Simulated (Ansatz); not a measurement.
A run of Ansatz 0.2.0:

The input input.yaml:

```yaml
crystal:
  lattice:
    - [3.81369522, 0.0, 0.0]
    - [0.0, 3.81369522, 0.0]
    - [0.0, 0.0, 4.8869133]
  atoms:
    - { symbol: Sn, position: [0.5, 0.0, 0.76462614] }
    - { symbol: Sn, position: [0.0, 0.5, 0.23537386] }
    - { symbol: O, position: [0.0, 0.0, 0.0] }
    - { symbol: O, position: [0.5, 0.5, 0.0] }
hamiltonian:
  xc: pbesol
  pseudopotentials: { kind: paw }
kpoints:
  mp_grid: { grid: [7, 7, 6] }
scf:
  occupations: { method: fermi_dirac, width: 0.05 }
output:
  forces: true
  stress: true
  eigenvalues: true
```

Potentials or basis: Ansatz PAW.

Launch:

```sh
$ ansatz run input.yaml --threads 2 --pin off --max-ram 5632MiB --backend cpu --events-out ev --progress --plain --runs-dir out
```

Hardware: 2 threads of Arm Neoverse V1 (shared host).

Problem. Estimate the wall time of this run.

Solution. It took 2.5 s on 2 threads of Arm Neoverse V1, on a shared host, peak memory 0.35 GiB. Counts: scf iterations 7, plane waves 1409, k points 40, bands 24.
